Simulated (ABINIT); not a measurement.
The system is ZnO (zincite).

```
CELL_PARAMETERS angstrom
3.24931 0.00000 0.00000
-1.62465 2.81398 0.00000
0.00000 0.00000 5.20571
ATOMIC_POSITIONS crystal
Zn 0.66667 0.33333 0.00000
Zn 0.33333 0.66667 0.50000
O 0.33333 0.66667 0.87901
O 0.66667 0.33333 0.37901
```

Base run:

* Program: ABINIT 10.8.3 (patched build)
* Functional: r2SCAN
* Potentials or basis: Ansatz PAW PBE default generated set, frozen core
* Cutoff: 517 eV
* k mesh: 7 × 7 × 4
* Occupations: fermi-dirac, width 0.05 eV
* Spin: no spin polarisation

Its results: band gap on the k mesh 1.24 eV, direct; pressure -1.2 GPa; largest force 0.069 eV/Å.

Problem. After a change of settings the same cell gave: band gap on the k mesh 1.27 eV, direct; pressure -0.6 GPa; largest force 0.076 eV/Å. Which change was it?
A. potentials or basis from Ansatz PAW PBE default generated set, frozen core to SG15 NC PBE v1.2; cutoff from 517 eV to 1361 eV; valence electrons from 36 to 52
B. functional from r2SCAN to PBE; potentials or basis from Ansatz PAW PBE default generated set, frozen core to PseudoDojo NC SR PBE v0.4.1 standard; cutoff from 517 eV to 1088 eV; valence electrons from 36 to 52
C. potentials or basis from Ansatz PAW PBE default generated set, frozen core to PseudoDojo NC SR PBE v0.4.1 standard; cutoff from 517 eV to 1361 eV; valence electrons from 36 to 52

Solution. A.

Caveats: the atomic spheres overlap (some runs); the PAW data sets were made with another functional, which shifts forces and pressure a little (some runs); the potentials were made for another functional, which shifts forces and pressure (some runs).
